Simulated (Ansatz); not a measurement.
# CaO (Lime): the cost of one run

Computed with Ansatz 0.2.0 (DFT PBEsol, scalar-relativistic, plane waves, PAW, unless a step's input says otherwise).

1 further run of the same task is left out (set aside as unsound or not needed).

### 1 Starting point

The structure is cubic, space group Fm-3m (No. 225). Conventional cell: a = 4.767 Å, b = 4.767 Å, c = 4.767 Å, α = 90.00°, β = 90.00°, γ = 90.00°. Around Ca (site symmetry m-3m) lie 6 O at 2.38 Å. O (site symmetry m-3m) has 6 Ca at 2.38 Å as nearest neighbours.

Coordinates:

```xyz
2
Lattice="0.0000 2.3836 2.3836 2.3836 0.0000 2.3836 2.3836 2.3836 0.0000" Properties=species:S:1:pos:R:3 pbc="T T T"
Ca    0.0000    0.0000    0.0000
O     2.3836    2.3836    2.3836
```

It is the result of an earlier relaxation at this level (volume 13.54 Å³/atom; gap on the mesh: 3.54 eV).

### 2 The cell under 5 GPa

What is minimised here is the enthalpy; the energy can go up as the cell is squeezed.

File input.yaml:

```yaml
crystal:
  lattice:
    - [0.0, 2.3835706886, 2.3835706886]
    - [2.3835706886, 0.0, 2.3835706886]
    - [2.3835706886, 2.3835706886, 0.0]
  atoms:
    - { symbol: Ca, position: [0.0, 0.0, 0.0] }
    - { symbol: O, position: [0.5, 0.5, 0.5] }
basis:
  ecutwfc: 420
kpoints:
  mp_grid: { grid: [8, 8, 8] }
hamiltonian:
  xc: pbesol
scf:
  occupations: { method: fixed }
output:
  forces: true
  stress: true
  eigenvalues: true
  write_density: true
  write_potential: true
  elf: true
  volumetric_format: npy
relax:
  adjacent_minimum: "off"
  f_tol: 0.001
  max_steps: 60
  cell: { stress_tol: 0.02, p_target: 5.0 }
```

The run is started by

```sh
$ ansatz run input.yaml --threads 1 --pin off --max-ram 2560MiB --backend cpu --events-out ev --progress --plain --runs-dir out
```

What time and memory should one allow on 1 thread of Arm Neoverse N1, shared host?

About 10 s, with a peak of 0.27 GiB.
